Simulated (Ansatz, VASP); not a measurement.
# SiO2 (Stishovite): VASP beside Ansatz

```
Si O
1.0
     4.18519    0.00000    0.00000
     0.00000    4.18519    0.00000
     0.00000    0.00000    2.66884
Si O
2 4
Direct
  0.00000 0.00000 0.00000
  0.50000 0.50000 0.50000
  0.30610 0.30610 0.00000
  0.19390 0.80610 0.50000
  0.69390 0.69390 0.00000
  0.80610 0.19390 0.50000
```

Alike in both runs: task single point; functional PBE; k mesh 6 × 6 × 10; no spin polarisation.

|  | VASP | Ansatz |
| --- | --- | --- |
| version | VASP 6.6.1 | Ansatz 0.2.0 |
| potentials or method | VASP PAW PBE potentials, release 64 (Si, O) | plane waves, PAW |
| plane-wave cutoff (eV) | 520 | 420 |
| occupations | gaussian, width 0.01 eV | fixed |
| valence electrons in the cell | 32 | 32 |

```csv
,VASP,Ansatz,Ansatz less VASP
gap on the k mesh at the Fermi level (eV),5.54,5.56,+0.013
pressure (GPa),9.8,9.6,-0.17
largest component of the traceless stress (GPa),1.25,0.81,-0.439
rms of the force components (eV/Å),0.047,0.039,-0.0083
```

Atom by atom the forces differ by 0.008 eV/Å (rms over components).

A k mesh can miss the band edges.
